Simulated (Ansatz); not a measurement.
# ZrO (Cmmm) in Ansatz: convergence with wavefunction cutoff

Aim: find how far wavefunction cutoff must go before the results for ZrO settle, at r2SCAN+U. This setting moves, with any that are tied to it; all else stays.

Program: Ansatz 0.2.0. These are calculated values, not measurements. Logs are shortened: lines on timing, memory, paths and dates and some standing lists are left out, and cuts for length are marked.

## 1. Starting point

It takes space group Cmmm (No. 65, orthorhombic). Conventional cell: a = 3.653 Å, b = 5.838 Å, c = 2.620 Å, α = 90.00°, β = 90.00°, γ = 90.00°. Zr (site symmetry mmm) is surrounded by 2 O at 1.83 Å. O (site symmetry mmm) is surrounded by 2 Zr at 1.83 Å.

The cell was built by a generator and needn't be a form met in nature.

## 2. With wavefunction cutoff 200 eV

input.yaml reads:

```yaml
crystal:
  lattice:
    - [1.82663986, -2.91884927, 0.0]
    - [1.82663986, 2.91884927, 0.0]
    - [0.0, 0.0, 2.61993837]
  atoms:
    - { symbol: Zr, position: [0.0, 0.0, 0.0] }
    - { symbol: O, position: [0.5, 0.5, 0.0] }
hamiltonian:
  xc: r2scan
  pseudopotentials: { kind: paw_fr }
  hubbard: { sites: [{ species: Zr, l: d, u_eff: 1.0 }] }
magnetization:
  noncollinear: true
  spin_orbit: true
kpoints:
  mp_grid: { grid: [7, 7, 8] }
scf:
  occupations: { method: cold, width: 0.05 }
output:
  forces: true
  stress: true
  eigenvalues: true
basis:
  ecutwfc: "200 eV"
```

Potentials or basis: Ansatz PAW.

The run is started by

```
> ansatz run input.yaml --threads 2 --pin off --max-ram 5632MiB --backend cpu --events-out ev --progress --plain --runs-dir out
```

It took 6.5 s on 2 threads of Arm Neoverse V2, shared host; peak memory 0.45 GiB.

What came out:

| Item | Value |
| --- | --- |
| Free energy | -4748.7238 eV |
| Pressure | 85.2 GPa |
| Band gap on the k mesh | none (metal or under the smearing width) |

## 3. With wavefunction cutoff 250 eV

input.yaml: that of step 2 with these lines changed.

```diff
@@ -24,2 +24,2 @@
 basis:
-  ecutwfc: "200 eV"
+  ecutwfc: "250 eV"
```

Potentials or basis: Ansatz PAW.

The run is started by

```
> ansatz run input.yaml --threads 2 --pin off --max-ram 5632MiB --backend cpu --events-out ev --progress --plain --runs-dir out
```

Wall time 7.3 s (2 threads of Arm Neoverse V2, shared host); peak memory 0.46 GiB.

What came out:

```yaml
Free_energy: -4754.7767 eV
Pressure: 68.0 GPa
Band_gap_on_the_k_mesh: none (metal or under the smearing width)
```

## 4. With wavefunction cutoff 300 eV

input.yaml: that of step 3 with these lines changed.

```diff
@@ -24,2 +24,2 @@
 basis:
-  ecutwfc: "250 eV"
+  ecutwfc: "300 eV"
```

The run is started by

```
> ansatz run input.yaml --threads 2 --pin off --max-ram 5632MiB --backend cpu --events-out ev --progress --plain --runs-dir out
```

Wall time 9 s (2 threads of Arm Neoverse V2, shared host); peak memory 0.5 GiB.

What came out:

```yaml
Free_energy: -4756.2310 eV
Pressure: 64.1 GPa
Band_gap_on_the_k_mesh: none (metal or under the smearing width)
```

## 5. With wavefunction cutoff 350 eV

input.yaml: that of step 4 with these lines changed.

```diff
@@ -24,2 +24,2 @@
 basis:
-  ecutwfc: "300 eV"
+  ecutwfc: "350 eV"
```

The run is started by

```
> ansatz run input.yaml --threads 2 --pin off --max-ram 5632MiB --backend cpu --events-out ev --progress --plain --runs-dir out
```

Wall time 10 s (2 threads of Arm Neoverse V2, shared host); peak memory 0.55 GiB.

Results:

| Quantity | Value |
| --- | --- |
| Free energy | -4756.5565 eV |
| Pressure | 64.1 GPa |
| Band gap on the k mesh | none (metal or under the smearing width) |

## 6. With wavefunction cutoff 400 eV

input.yaml: that of step 5 with these lines changed.

```diff
@@ -24,2 +24,2 @@
 basis:
-  ecutwfc: "350 eV"
+  ecutwfc: "400 eV"
```

Potentials or basis: Ansatz PAW.

The run is started by

```
> ansatz run input.yaml --threads 2 --pin off --max-ram 5632MiB --backend cpu --events-out ev --progress --plain --runs-dir out
```

It took 13 s on 2 threads of Arm Neoverse V2, shared host; peak memory 0.58 GiB.

Results (log left out):

| Property | Result |
| --- | --- |
| Free energy | -4756.6270 eV |
| Pressure | 64.3 GPa |
| Band gap on the k mesh | none (metal or under the smearing width) |

## 7. With wavefunction cutoff 450 eV

input.yaml: that of step 6 with these lines changed.

```diff
@@ -24,2 +24,2 @@
 basis:
-  ecutwfc: "400 eV"
+  ecutwfc: "450 eV"
```

The run is started by

```
> ansatz run input.yaml --threads 2 --pin off --max-ram 5632MiB --backend cpu --events-out ev --progress --plain --runs-dir out
```

It took 14 s on 2 threads of Arm Neoverse V2, shared host; peak memory 0.59 GiB.

The run converged. Its results:

* Free energy: -4756.6407 eV
* Pressure: 64.3 GPa
* Band gap on the k mesh: none (metal or under the smearing width)

## 8. With wavefunction cutoff 500 eV

input.yaml: that of step 7 with these lines changed.

```diff
@@ -24,2 +24,2 @@
 basis:
-  ecutwfc: "450 eV"
+  ecutwfc: "500 eV"
```

The run is started by

```
> ansatz run input.yaml --threads 2 --pin off --max-ram 5632MiB --backend cpu --events-out ev --progress --plain --runs-dir out
```

It took 16 s on 2 threads of Arm Neoverse V2, shared host; peak memory 0.64 GiB.

Results (log left out):

```
Free energy            : -4756.6441 eV
Pressure               : 64.3 GPa
Band gap on the k mesh : none (metal or under the smearing width)
```

## 9. With wavefunction cutoff 600 eV

input.yaml: that of step 8 with these lines changed.

```diff
@@ -24,2 +24,2 @@
 basis:
-  ecutwfc: "500 eV"
+  ecutwfc: "600 eV"
```

Potentials or basis: Ansatz PAW.

The run is started by

```
> ansatz run input.yaml --threads 2 --pin off --max-ram 5632MiB --backend cpu --events-out ev --progress --plain --runs-dir out
```

Wall time 21 s (2 threads of Arm Neoverse V2, shared host); peak memory 0.74 GiB.

The run converged. Its results:

```yaml
Free_energy: -4756.6493 eV
Pressure: 64.3 GPa
Band_gap_on_the_k_mesh: none (metal or under the smearing width)
```

## 10. With wavefunction cutoff 800 eV

input.yaml: that of step 9 with these lines changed.

```diff
@@ -24,2 +24,2 @@
 basis:
-  ecutwfc: "600 eV"
+  ecutwfc: "800 eV"
```

Potentials or basis: Ansatz PAW.

The run is started by

```
> ansatz run input.yaml --threads 2 --pin off --max-ram 5632MiB --backend cpu --events-out ev --progress --plain --runs-dir out
```

Log:

```text
Warning: RAYON_NUM_THREADS=2 ignored (pool sized by the plan → 2); use --threads N
Zr: projections on atomic orbitals take those of the free atom [Ar 3d10] 4s2 4p6 4d2 5s2, of charge +0.00 (hamiltonian.pseudopotentials.projection_atoms); the dataset's partial waves leave at most 1.5e-8 of an orbital's norm unspanned inside its sphere
O: projections on atomic orbitals take those of the free atom [He] 2s2 2p4, of charge +0.00 (hamiltonian.pseudopotentials.projection_atoms); the dataset's partial waves leave at most 1.5e-11 of an orbital's norm unspanned inside its sphere
Engine: ansatz 0.2.0, aarch64-unknown-linux-gnu
Pseudopotentials: kind: paw_fr
Pseudopotential: Zr, paw_fr, valence charge 12, recommended cutoff 500 eV (meta_gga), Zr.paw.azcp#standard-fr
Pseudopotential: O, paw_fr, valence charge 6, recommended cutoff 500 eV (meta_gga), O.paw.azcp#standard-fr
Functional definition: r2SCAN
  parameter k0 = 0.174
  parameter k1 = 0.065
  parameter a1 = 4.9479
  exchange = r2scan_x(k0 = k0, k1 = k1, a1 = a1)
  correlation = r2scan_c
non-collinear run that drives no moment, with spin-orbit: no starting moment large enough to seed its density (crystal.atoms[].spin), no starting occupations that ask for one, no magnetisation constraint and no magnetic field, so the semilocal B_xc is pinned to zero
Crystal: 2 atoms, lattice volume = 27.937 Å³
Basis set: ecut = 800 eV, 1421 PW (Γ), exchange–correlation on 128×128×100 points (64 copies of the dense FFT grid, shifted against one another)
Bands: 26, of which v1, the nominal top of the filled ones, is band 18 counted from 1 (17 counted from 0)
Symmetry: 8 space group operations + 8 with time reversal
Magnetic group: BNS 65.482 (UNI 580), of the structure as read, at distance tolerance 3.0e-5 Å
k-points: 80 of 392
Projection manifold: j_resolved (fully-relativistic pseudo-atomic orbitals)
Non-local potential: Zr, projectors of the file, l = 0: 3, l = 1: 4, l = 2: 4, l = 3: 4
Non-local potential: O, projectors of the file, l = 0: 2, l = 1: 4, l = 2: 2
PAW form: soft (Blöchl's): semilocal exchange-correlation on the pseudo side does not see the compensation charge
PAW frozen core: Zr, regenerated for the run's functional (the file was generated under x = pbe(κ = 0.804, μ = 0.2195149727645171), c = pbe(β = 0.06672455060314922))
PAW frozen core: O, regenerated for the run's functional (the file was generated under x = pbe(κ = 0.804, μ = 0.2195149727645171), c = pbe(β = 0.06672455060314922))
PAW one-centre angular grid: Zr, 590 points (default); XC on 224 Gauss nodes
PAW one-centre angular grid: O, 302 points (default); XC on 160 Gauss nodes
Initial density: superposition of atomic densities (chi_scale 0.1, normalization cell, long waves kept (reshape's long-wave potential 0.00 eV rms))
Initial wavefunctions: pseudopotential atomic-orbital guess
Functional: x = r2scan, c = r2scan; τ floored in thin density (d = 2e-4 eV/Å³)
SCF iter   1: F=—  HF=-4756.787969 eV  |F-HF|=—  |Δ(HF+E_count)|=         —  Δρ=7.97e-2  dr2=1.87e0  dr2_τ=5.76e-2  dr2_m=0.00e0 (ungated)  ethr=3.10e-3  |M|=0.00e0 ∫|m|=0.00e0 μB  |m|>n=0.0e0 m-floor=0.0e0 τ_xc=0.0e0  β_m=0.30  ⟨swp⟩=7.2  Hψ=11366  notcnv=0  defer=4
preconditioner: auto → none  [metal: Δε(μ)=0.023 eV  Ē_g=10.781 eV  σ=0.050 eV  W_gap=0.25  n_scr=8 (ndim 8)  ℏωp=22.2 eV  f_vac=0.000  D(μ)=1.13/eV (n_scr^D=8)  sad-step TF]
SCF iter   2: F=—  HF=-4756.697128 eV  |F-HF|=—  |Δ(HF+E_count)|=   9.08e-2  S|Δr|=    0.00e0  Δρ=5.77e-2  dr2=1.00e0  dr2_τ=4.52e-3  dr2_m=0.00e0 (ungated)  ethr=3.10e-3  |M|=0.00e0 ∫|m|=0.00e0 μB  |m|>n=0.0e0 m-floor=0.0e0 τ_xc=0.0e0  β_m=0.65  ⟨swp⟩=2.0  Hψ=3088  notcnv=0  defer=234
SCF iter   3: F=—  HF=-4756.762465 eV  |F-HF|=—  |Δ(HF+E_count)|=   6.53e-2  S|Δr|=    0.00e0  Δρ=4.32e-2  dr2=4.83e-1  dr2_τ=1.50e-2  dr2_m=0.00e0 (ungated)  ethr=3.10e-3  |M|=0.00e0 ∫|m|=0.00e0 μB  |m|>n=0.0e0 m-floor=0.0e0 τ_xc=0.0e0  β_m=0.52  ⟨swp⟩=2.6  Hψ=3612  notcnv=0  defer=236
SCF iter   4: F=—  HF=-4756.647921 eV  |F-HF|=—  |Δ(HF+E_count)|=   1.15e-1  S|Δr|=    0.00e0  Δρ=6.60e-3  dr2=8.54e-3  dr2_τ=1.56e-4  dr2_m=0.00e0 (ungated)  ethr=2.68e-3  |M|=0.00e0 ∫|m|=0.00e0 μB  |m|>n=0.0e0 m-floor=0.0e0 τ_xc=0.0e0  β_m=0.70  ⟨swp⟩=2.2  Hψ=3550  notcnv=0  defer=234
SCF iter   5: F=—  HF=-4756.653594 eV  |F-HF|=—  |Δ(HF+E_count)|=   5.67e-3  S|Δr|=    0.00e0  Δρ=3.67e-3  dr2=3.62e-3  dr2_τ=1.16e-4  dr2_m=0.00e0 (ungated)  ethr=4.74e-5  |M|=0.00e0 ∫|m|=0.00e0 μB  |m|>n=0.0e0 m-floor=0.0e0 τ_xc=0.0e0  β_m=0.66  ⟨swp⟩=2.3  Hψ=3392  notcnv=0  defer=236
SCF iter   6: F=—  HF=-4756.652986 eV  |F-HF|=—  |Δ(HF+E_count)|=   6.09e-4  S|Δr|=    0.00e0  Δρ=1.24e-3  dr2=4.26e-4  dr2_τ=6.75e-6  dr2_m=0.00e0 (ungated)  ethr=2.01e-5  |M|=0.00e0 ∫|m|=0.00e0 μB  |m|>n=0.0e0 m-floor=0.0e0 τ_xc=0.0e0  β_m=0.83  ⟨swp⟩=2.4  Hψ=2520  notcnv=0  defer=236
SCF iter   7: F=—  HF=-4756.652965 eV  |F-HF|=—  |Δ(HF+E_count)|=   2.04e-5  S|Δr|=    0.00e0  Δρ=2.08e-4  dr2=1.06e-5  dr2_τ=1.19e-7  dr2_m=0.00e0 (ungated)  ethr=2.37e-6  |M|=0.00e0 ∫|m|=0.00e0 μB  |m|>n=0.0e0 m-floor=0.0e0 τ_xc=0.0e0  β_m=0.86  ⟨swp⟩=2.0  Hψ=2656  notcnv=0  defer=236
SCF iter   8: F=—  HF=-4756.652970 eV  |F-HF|=—  |Δ(HF+E_count)|=   4.62e-6  S|Δr|=    0.00e0  Δρ=4.27e-5  dr2=5.60e-7  dr2_τ=1.13e-8  dr2_m=0.00e0 (ungated)  ethr=5.90e-8  |M|=0.00e0 ∫|m|=0.00e0 μB  |m|>n=0.0e0 m-floor=0.0e0 τ_xc=0.0e0  β_m=0.93  ⟨swp⟩=2.5  Hψ=3455  notcnv=0  defer=234
SCF iter   9: F=-4756.652970 eV  HF=-4756.652970 eV  |F-HF|=1.03e-9  |Δ(HF+E_count)|=   1.44e-7  S|Δr|=    0.00e0  Δρ=7.78e-6  dr2=9.49e-9  dr2_τ=4.15e-10  dr2_m=0.00e0 (ungated)  ethr=5.56e-10  |M|=0.00e0 ∫|m|=0.00e0 μB  |m|>n=0.0e0 m-floor=0.0e0 τ_xc=0.0e0  ⟨swp⟩=9.8  Hψ=10466  notcnv=0
SCF 1 converged in 9 iterations: F = -4756.652970 eV  dr2 = 9.49e-9
SCF converged after 9 iterations
Stability not checked: this state was not tested for a lower state beside it, because cold or Methfessel-Paxton smearing, or corrected tetrahedra, fill the levels in a way that the test cannot read (fill_not_monotonic; see scf.lower_state_search)
Magnetization: |M| = 0.0000 μB,  M = (+0.0000, +0.0000, +0.0000) μB
Absolute magnetization: 0.0000 μB (∫|m|)
  site 0: m = (+0.0000, +0.0000, +0.0000) μB, |m| = 0.0000 μB  (R = 0.75 Å)
  site 1: m = (+0.0000, +0.0000, +0.0000) μB, |m| = 0.0000 μB  (R = 0.75 Å)
Free energy (F): -4756.652970 eV
Harris-Foulkes:  -4756.652970 eV  (|F-HF|=1.03e-9)
Internal energy: -4756.652332 eV  (E = F + TS)
E sigma→0 (E₀):  -4756.652758 eV
Entropy (-TS):   -0.000638 eV (-0.319 meV/atom)
Fermi energy:    14.517267 eV
Step filling:    the computed levels leave a gap of 0.0000 eV = 0.0 smearing widths at the electron count; against every level under it full and every level over it empty, smearing changes F+E_penalty+E_count by -0.323 meV and its σ→0 estimate by -0.110 meV
--- Per-component energies (eV) ---
  E_band       = -88.331262
  E_kinetic    = 527.140838
  E_local      = -1014.427163  (includes V_loc(G=0)·N_el)
  E_nonlocal   = 128.064402
  E_hartree    = 346.499289
  E_xc         = -233.023672
  E_vxc        = -322.715495  (∫ρ·V_xc dr)
  E_hubbard    = 0.973947  (on-site DFT+U / exact-exchange correction)
  E_vhub       = 0.487457  (the Hubbard potential's part of the band-sum identity)
  E_paw        = -3127.384264  (= ΣΔE_a)
  E_vpaw       = -119.544590  (= ΣTr[D̂ρ^β])
  E_aug_tail   = 0.000168  (compensation charges beyond the density's cutoff)
  E_vtau       = 19.666195  (kinetic-family band-sum trace: ∫τ·v_τ [+ j·A + Jᵃ·Aᵃ] dr)
  E_ewald      = -1384.298883
  E_core_change = -0.196994  (= ΣΔE_core)
  E_smearing   = -0.000638  (= −TS)
  E_closure    = -0.000000  (closes the sum)
  Σ components = -4756.652970   (vs F -4756.652970, Δ=0.00e0)
--- Hubbard shell moments (per corrected site; Tr N, ν in electrons; μ in μ_B) ---
  shell 0: Tr N=2.9209  μ_S=(+0.0000, -0.0000, -0.0000)  μ_L=(+0.0000, +0.0000, +0.0000)  μ=(+0.0000, +0.0000, -0.0000)  ν=0.0103 along (+1.000, +0.000, +0.000)
--- Forces (eV/Å), atoms counted from 1 ---
  atom   1  Zr     0.00000000    -0.00000000     0.00000000
  atom   2  O      0.00000000     0.00000000     0.00000000
  max |Σ_I F_I| component: 2.75e-26 eV/Å
--- Stress (GPa, compression-positive) ---
      146.016807       0.000000      -0.000000
        0.000000      -0.543539       0.000000
       -0.000000       0.000000      47.463771
  P = ⅓ Tr σ = 64.3123 GPa (643.123 kbar)
--- Band table (eV; the first three rows and the last of 80) ---
  k-point 0: bands = ["-36.2671", "-36.2671", "-14.8817", "-14.8817", "-13.3052", "-13.3052", "-11.8802", "-11.8802", "-7.4028", "-7.4028", "9.0886", "9.0886", "10.6010", "10.6010", "11.2936", "11.2936", "11.9373", "11.9373", "13.1165", "13.1165", "14.1207", "14.1207", "20.1205", "20.1205", "20.3055", "20.3055"]
  k-point 1: bands = ["-36.2050", "-36.2050", "-14.8751", "-14.8751", "-13.2770", "-13.2770", "-12.2799", "-12.2799", "-7.3107", "-7.3107", "9.1752", "9.1752", "10.1841", "10.1841", "11.9609", "11.9609", "12.0263", "12.0263", "13.7328", "13.7328", "14.3221", "14.3221", "18.7920", "18.7920", "18.8891", "18.8891"]
  k-point 2: bands = ["-36.0493", "-36.0493", "-14.9353", "-14.9353", "-13.3999", "-13.3999", "-12.8873", "-12.8873", "-7.0791", "-7.0791", "9.1365", "9.1365", "9.3940", "9.3940", "12.0408", "12.0408", "13.3167", "13.3167", "14.8600", "14.8600", "16.0418", "16.0418", "16.6182", "16.6182", "16.7010", "16.7010"]
  k-point 79: bands = ["-35.7777", "-35.7777", "-15.4310", "-15.4310", "-13.9504", "-13.9504", "-13.1608", "-13.1608", "-6.7194", "-6.7194", "8.1203", "8.1203", "9.1497", "9.1497", "11.2023", "11.2023", "12.1443", "12.1443", "13.6899", "13.6899", "18.6600", "18.6600", "19.9661", "19.9661", "24.5193", "24.5194"]
Occupation matrices written to <dir>
```

Run time: 32 s. Hardware: 2 threads of Arm Neoverse V2, shared host; peak memory 0.88 GiB.

Results:

- Free energy: -4756.6530 eV
- Pressure: 64.3 GPa
- Band gap on the k mesh: none (metal or under the smearing width)

## 11. Summary

| wavefunction cutoff | energy less the tightest run, at zero smearing (meV/atom) | pressure (GPa) | SCF cycles | CPU time (s) | peak memory (GiB) |
| --- | --- | --- | --- | --- | --- |
| 200 eV | 3964.50 | 85.21 | 8 | 12 | 0.45 |
| 250 eV | 938.16 | 67.99 | 9 | 14 | 0.46 |
| 300 eV | 210.99 | 64.06 | 9 | 17 | 0.5 |
| 350 eV | 48.23 | 64.07 | 9 | 19 | 0.55 |
| 400 eV | 12.99 | 64.31 | 9 | 26 | 0.58 |
| 450 eV | 6.11 | 64.35 | 9 | 28 | 0.59 |
| 500 eV | 4.45 | 64.33 | 9 | 31 | 0.64 |
| 600 eV | 1.84 | 64.31 | 9 | 42 | 0.74 |
| 800 eV | 0.00 | 64.31 | 9 | 63 | 0.88 |

Against the tightest run, the pressure stays within 0.1 GPa from 400 eV on. Not settled before the last step: the energy (to 1 meV/atom). The tightest run that finished is the yardstick and may itself not be fully converged.

Caveats: a pressure of tens of GPa on the cell as given is suspect, and the run, the potentials or the cell itself is likely at fault; U without spin polarisation on a metal has little footing; the PAW data sets come from PBE, with cores solved anew for the run's functional, which leaves a small shift of forces and pressure.
